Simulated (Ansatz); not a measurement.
# PBE against PBEsol: CsPbI3, pressure −2 GPa

The reference is CsPbI$_{3}$ in the cubic perovskite structure (space group Pm-3m, No. 221; a = 6.390 Å).

(Cell as relaxed with PBE.)

Levels (all Ansatz, a quantum-chemistry and plane-wave program, PAW): PBE (420 eV, spin-orbit coupling left out); PBEsol (420 eV, without spin-orbit coupling).

Each level relaxes its own structure.

```
base                      PBE    PBEsol
-------------------  --------  --------
volume per atom      52.20 Å³  48.76 Å³
lattice parameter a   6.390 Å   6.247 Å
band gap              1.48 eV   1.19 eV
```

It is then changed as follows: a negative pressure, −2 GPa.

```json
[
 {"quantity": "band gap", "PBE": "1.84 eV", "PBEsol": "[?]"},
 {"quantity": "electron mass (degenerate bands, along [100])", "PBE": "0.099, 1.1, 1.1 mₑ (at R)", "PBEsol": "[?]"},
 {"quantity": "shift of the gap caused by the change", "PBE": "+0.36 eV", "PBEsol": "[?]"},
 {"quantity": "lattice parameter a", "PBE": "6.916 Å", "PBEsol": "[?]"}
]
```

**Question.** What does PBEsol give?

**Answer.** 
- band gap, PBEsol: 1.65 eV
- electron mass (degenerate bands, along [100]), PBEsol: 0.081, 0.85, 0.85 mₑ (at R)
- shift of the gap caused by the change, PBEsol: +0.46 eV
- lattice parameter a, PBEsol: 6.624 Å

PBE's band gap lies 0.183 eV above PBEsol's; PBE's shift of the gap caused by the change lies 0.10 eV below PBEsol's; PBE's lattice parameter a lies 0.292 Å above PBEsol's (4.4 %). Neither level is exact; PBEsol is the comparison here, not a measurement.

Spin-orbit coupling, missing from the scalar runs, can matter with I and Pb. Load acts through the strain it causes; cell and atoms are relaxed under it. Masses are band curvatures over ±0.01 Å⁻¹ around the edge. Whether these cells are dynamically stable was not tested. Many cubic perovskites are stable only at high temperature; tilts and polar distortions were not tested. This is not the structure that CsPbI3 has at room temperature and ambient pressure.
